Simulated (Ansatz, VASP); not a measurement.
# Cross-check of Sn5H4 (Sn wire along [100], 25 atoms a period, H-terminated) between VASP and Ansatz, part 2 of 2

Wanted: the spread between two codes on one cell, functional and k mesh. The structure shown is the start of the Ansatz relaxation below; VASP solves that cell, so the two are compared at the walk's first step.

VASP 6.6.1 and Ansatz 0.2.0.

So far: Set-up; Ansatz: relaxation, PBE.

### Step 3. VASP: single point, PBE, start cell

Level of this step: PBE; plane waves and PAW (Sn_d, H) (VASP).

The same cell, functional, mesh and smearing now go to VASP, with its own data sets.

Lines of VASP's logs that name or quote its potential files are left out, and so is its time.

INCAR reads:

```
SYSTEM = Sn5H4
PREC = Accurate
ENCUT = 400
EDIFF = 1E-06
NELM = 120
ISMEAR = -1
SIGMA = 0.05
LREAL = Auto
ALGO = Normal
GGA = PE
NBANDS = 216
LORBIT = 11
LWAVE = .FALSE.
LCHARG = .FALSE.
ISIF = 2
LASPH = .TRUE.
GGA_COMPAT = .FALSE.
EFERMI = MIDGAP
KPAR = 4
```

POSCAR reads:

```
Sn5H4
1.0
   22.1210000000      0.0000000000      0.0000000000
    0.0000000000     22.1210000000      0.0000000000
    0.0000000000      0.0000000000      6.6500000000
Sn H
25 20
Direct
    0.2745355092      0.5751548303      0.0000000000
    0.4248451697      0.4248451697      0.0000000000
    0.4248451697      0.7254644908      0.0000000000
    0.5751548303      0.2745355092      0.0000000000
    0.5751548303      0.5751548303      0.0000000000
    0.7254644908      0.4248451697      0.0000000000
    0.1993806790      0.5000000000      0.2500000000
    0.3496903395      0.3496903395      0.2500000000
    0.3496903395      0.6503096605      0.2500000000
    0.5000000000      0.1993806790      0.2500000000
    0.5000000000      0.5000000000      0.2500000000
    0.5000000000      0.8006193210      0.2500000000
    0.6503096605      0.3496903395      0.2500000000
    0.6503096605      0.6503096605      0.2500000000
    0.8006193210      0.5000000000      0.2500000000
    0.2745355092      0.4248451697      0.5000000000
    0.4248451697      0.2745355092      0.5000000000
    0.4248451697      0.5751548303      0.5000000000
    0.5751548303      0.4248451697      0.5000000000
    0.5751548303      0.7254644908      0.5000000000
    0.7254644908      0.5751548303      0.5000000000
    0.3496903395      0.5000000000      0.7500000000
    0.5000000000      0.3496903395      0.7500000000
    0.5000000000      0.6503096605      0.7500000000
    0.6503096605      0.5000000000      0.7500000000
    0.1537062972      0.4543256182      0.0980657143
    0.3040159577      0.3040159577      0.0980657143
    0.4543256182      0.1537062972      0.0980657143
    0.5456743818      0.8462937028      0.0980657143
    0.6959840423      0.6959840423      0.0980657143
    0.8462937028      0.5456743818      0.0980657143
    0.1537062972      0.5456743818      0.4019342857
    0.3040159577      0.6959840423      0.4019342857
    0.4543256182      0.8462937028      0.4019342857
    0.5456743818      0.1537062972      0.4019342857
    0.6959840423      0.3040159577      0.4019342857
    0.8462937028      0.4543256182      0.4019342857
    0.2288611274      0.3791707879      0.6519342857
    0.3791707879      0.2288611274      0.6519342857
    0.6208292121      0.7711388726      0.6519342857
    0.7711388726      0.6208292121      0.6519342857
    0.2288611274      0.6208292121      0.8480657143
    0.3791707879      0.7711388726      0.8480657143
    0.6208292121      0.2288611274      0.8480657143
    0.7711388726      0.3791707879      0.8480657143
```

KPOINTS reads:

```
Automatic mesh
0
Gamma
1 1 13
0 0 0
```

The projector-augmented-wave data sets are Sn_d and H (PBE family, release 64).

The run is started by

```bash
$ mpirun -np 8 vasp_std
```

Numbers of over 12 decimals in the logs are rounded to 6 here.

What it wrote:

```text
[banner, memory and clock lines left out]
running    8 mpi-ranks, on    1 nodes
[...]
|                                                                             |
|           W    W    AA    RRRRR   N    N  II  N    N   GGGG   !!!           |
|           W    W   A  A   R    R  NN   N  II  NN   N  G    G  !!!           |
|           W    W  A    A  R    R  N N  N  II  N N  N  G       !!!           |
|           W WW W  AAAAAA  RRRRR   N  N N  II  N  N N  G  GGG   !            |
|           WW  WW  A    A  R   R   N   NN  II  N   NN  G    G                |
|           W    W  A    A  R    R  N    N  II  N    N   GGGG   !!!           |
|                                                                             |
|     For optimal performance we recommend to set                             |
|       NCORE = 2 up to number-of-cores-per-socket                            |
|     NCORE specifies how many cores store one orbital (NPAR=cpu/NCORE).      |
|     This setting can greatly improve the performance of VASP for DFT.       |
|     The default, NCORE=1 might be grossly inefficient on modern             |
|     multi-core architectures or massively parallel machines. Do your        |
|     Unfortunately you need to use the default for GW and RPA                |
|     calculations (for HF NCORE is supported but not extensively tested      |
|     yet).                                                                   |
|                                                                             |

 LDA part: xc-table for (Slater+PW92), standard interpolation
 POSCAR, INCAR and KPOINTS ok, starting setup
[...]
entering main loop
       N       E                     dE             d eps       ncg     rms          rms(c)
DAV:   1     0.288512458716E+04    0.28851E+04   -0.15505E+05  3952   0.130E+03
DAV:   2     0.144897011871E+03   -0.27402E+04   -0.26888E+04  3416   0.345E+02
DAV:   3    -0.146290151229E+03   -0.29119E+03   -0.28945E+03  3408   0.149E+02
DAV:   4    -0.160411449950E+03   -0.14121E+02   -0.14061E+02  3432   0.361E+01
[...]
DAV:  25    -0.154925149757E+03   -0.23794E-05   -0.57380E-08  1992   0.161E-03    0.162E-04
DAV:  26    -0.154925152617E+03   -0.28596E-05   -0.70978E-08  1912   0.117E-03    0.143E-04
DAV:  27    -0.154925153351E+03   -0.73468E-06   -0.34730E-08  1928   0.832E-04
   1 F= -.15492515E+03 E0= -.15492515E+03  d E =-.252346E-06
```

From OUTCAR (step 3):

```text
  Total       -8.5724435     -8.5724435     -8.6616880     -0.0000000      0.0000000      0.0000000
  in kB       -4.2206958     -4.2206958     -4.2646359     -0.0000000      0.0000000      0.0000000
  external PRESSURE =      -4.2353425 kB  Pullay stress =       0.0000000 kB

 POSITION                                       TOTAL-FORCE (eV/Angst)
 -----------------------------------------------------------------------------------
      6.07300     12.72300      0.00000        -0.010316     -0.081588      0.173927
      9.39800      9.39800      0.00000        -0.036820     -0.036820      0.016091
      9.39800     16.04800      0.00000         0.081588      0.010316      0.173927
     12.72300      6.07300      0.00000        -0.081588     -0.010316      0.173927
     12.72300     12.72300      0.00000         0.036820      0.036820      0.016091
     16.04800      9.39800      0.00000         0.010316      0.081588      0.173927
      4.41050     11.06050      1.66250         0.089325      0.000000      0.000000
      7.73550      7.73550      1.66250         0.033841      0.033841      0.171443
      7.73550     14.38550      1.66250         0.033841     -0.033841     -0.171443
     11.06050      4.41050      1.66250         0.000000      0.089325      0.000000
     11.06050     11.06050      1.66250         0.000000      0.000000      0.000000
     11.06050     17.71050      1.66250         0.000000     -0.089325      0.000000
     14.38550      7.73550      1.66250        -0.033841      0.033841     -0.171443
     14.38550     14.38550      1.66250        -0.033841     -0.033841      0.171443
[...]
-----------------------------------------------------------------------------------
    total drift:                               -0.000000     -0.000000     -0.000000

  FREE ENERGIE OF THE ION-ELECTRON SYSTEM (eV)
  ---------------------------------------------------
  free  energy   TOTEN  =      -154.9251533514 eV

  energy  without entropy=     -154.9251530990  energy(sigma->0) =     -154.92515323

[... 3 further parts left out ...]
[key lines of the parts left out:]
E-fermi :  -1.7785
```

### Step 4. Side by side

Known differences besides the potentials themselves: the cutoff is 420 eV in Ansatz and 400 eV in VASP (PREC = Accurate, projectors in real space). Total energies have different zeros and are not compared.

Forces on 10 of the 45 atoms, those with the largest forces and the largest differences (eV/Å; atoms numbered as in POSCAR):

```csv
atom,"Ansatz x, y, z","VASP x, y, z"
Sn7,"0.106, 0.000, 0.000","0.089, 0.000, 0.000"
Sn12,"0.000, -0.106, 0.000","0.000, -0.089, 0.000"
Sn15,"-0.106, 0.000, 0.000","-0.089, 0.000, 0.000"
H26,"0.057, 0.138, 0.145","0.065, 0.145, 0.152"
H28,"0.138, 0.057, 0.145","0.145, 0.065, 0.152"
H29,"-0.138, -0.057, 0.145","-0.145, -0.065, 0.152"
H31,"-0.057, -0.138, 0.145","-0.065, -0.145, 0.152"
H32,"0.057, -0.138, -0.145","0.065, -0.145, -0.152"
H35,"-0.138, 0.057, -0.145","-0.145, 0.065, -0.152"
H37,"-0.057, 0.138, -0.145","-0.065, 0.145, -0.152"
```

The forces differ by 6.6 meV/Å r.m.s., which is 7.7 % of the r.m.s. force of 0.086 eV/Å (both taken over all components).

### Step 5. Outcome

| Item | Value |
| --- | --- |
| r.m.s. force difference (single point, PBE, start cell) | 6.6 meV/Å |

The r.m.s. force difference is 6.6 meV/Å (single point, PBE, start cell), within the 12 meV/Å picked in this series as the mark of a large difference. VASP runs on this material, other cells of it included, that failed, so that no pair exists: single point, PBE (timeout). Such differences can come from data sets, numerical settings and the points named under the comparisons, not from the functional's error against experiment.

[Lines on the potential files, build, host, timing and source positions are cut from VASP's logs without a mark.]

[Logs are printed without paths, hosts, clocks, repeated set-up lines and the standing remarks that a program may print on its own settings, such as how far it seeks lower states.]

[Hosts, paths, dates, database ids (printed as entryN), source tags and the programs' standing remarks are cut or masked in the printed files.]
